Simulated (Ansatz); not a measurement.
# Ga2O3: the cost of one run

Code: Ansatz 0.2.0. Linear response, PAW datasets, plane waves. Spin-unpolarised throughout; all numbers are computed.

### 1 The system as given

The cell was relaxed beforehand with PBEsol.

Space group R-3c (No. 167), trigonal; conventional cell a = 5.000 Å, c = 13.449 Å, 9.71 Å³ an atom. Around Ga lie 6 O at 1.93–2.08 Å; around O lie 4 Ga at 1.93–2.08 Å.

As a file:

```
Ga O
1.0
     2.50021    1.44350    4.48303
    -2.50021    1.44350    4.48303
     0.00000   -2.88699    4.48303
Ga O
4 6
Direct
  0.85570 0.85570 0.85570
  0.35570 0.35570 0.35570
  0.14430 0.14430 0.14430
  0.64430 0.64430 0.64430
  0.44721 0.05279 0.75000
  0.05279 0.75000 0.44721
  0.55279 0.94721 0.25000
  0.25000 0.55279 0.94721
  0.94721 0.25000 0.55279
  0.75000 0.44721 0.05279
```

### 2 Zone-centre modes, PBEsol

input.yaml reads:

```yaml
crystal:
  lattice:
    - [2.5002087579, 1.4434961994, 4.4830300498]
    - [-2.5002087579, 1.4434961994, 4.4830300498]
    - [0.0, -2.8869923988, 4.4830300498]
  atoms:
    - { symbol: Ga, position: [0.8557024655, 0.8557024655, 0.8557024655] }
    - { symbol: Ga, position: [0.3557024655, 0.3557024655, 0.3557024655] }
    - { symbol: Ga, position: [0.1442975345, 0.1442975345, 0.1442975345] }
    - { symbol: Ga, position: [0.6442975345, 0.6442975345, 0.6442975345] }
    - { symbol: O, position: [0.4472148969, 0.0527851031, 0.75] }
    - { symbol: O, position: [0.0527851031, 0.75, 0.4472148969] }
    - { symbol: O, position: [0.5527851031, 0.9472148969, 0.25] }
    - { symbol: O, position: [0.25, 0.5527851031, 0.9472148969] }
    - { symbol: O, position: [0.9472148969, 0.25, 0.5527851031] }
    - { symbol: O, position: [0.75, 0.4472148969, 0.0527851031] }
kpoints:
  mp_grid: { grid: [6, 6, 6] }
hamiltonian:
  xc: pbesol
scf:
  occupations: { method: fixed }
phonons:
  method: dfpt
  dielectric: true
  qpoints: [[0, 0, 0]]
  rigid_motions: translations
```

Run with:

```
ansatz run input.yaml --threads 4 --pin off --max-ram 7372MiB --backend cpu --events-out ev --progress --plain --runs-dir out
```

Q: Estimate wall time and peak memory on 4 threads of Intel Xeon 6975P-C (Granite Rapids), shared host.

About 1.8 min, with a peak of 2.6 GiB.
